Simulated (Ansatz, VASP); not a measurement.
# Pd in VASP and in Ansatz

```xyz
1
Lattice="0.0000 1.9537 1.9537 1.9537 0.0000 1.9537 1.9537 1.9537 0.0000" Properties=species:S:1:pos:R:3 pbc="T T T"
Pd    0.0000    0.0000    0.0000
```

Alike in both runs: functional r2SCAN; k mesh 18 × 18 × 18; occupations gaussian, width 0.1 eV; no spin polarisation.

Ansatz relaxed the structure, and its values are those at the end. VASP's run is a single point on that final structure, the one shown.

|  | VASP | Ansatz |
| --- | --- | --- |
| version | VASP 6.6.1 | Ansatz 0.2.0 |
| potentials or method | VASP PAW PBE potentials, release 64 (Pd) | scalar-relativistic, plane waves, PAW |
| plane-wave cutoff (eV) | 520 | 500 |
| valence electrons in the cell | 10 | 18 |

Ansatz gave:

```
gap on the k mesh at the Fermi level (eV) : none
pressure (GPa)                            : 0.0
```

Task: Which values does VASP return?

Result: gap on the k mesh at the Fermi level (eV): none; pressure (GPa): 0.7.

A gap of «none» marks a metal or a gap that the smearing closes. The functional is the same, so the differences come from potentials, cutoffs and numerics. The two sets of potentials don't hold the same shells in valence.

Caveats: the PAW data sets were made with another functional, which shifts forces and pressure a little (VASP).
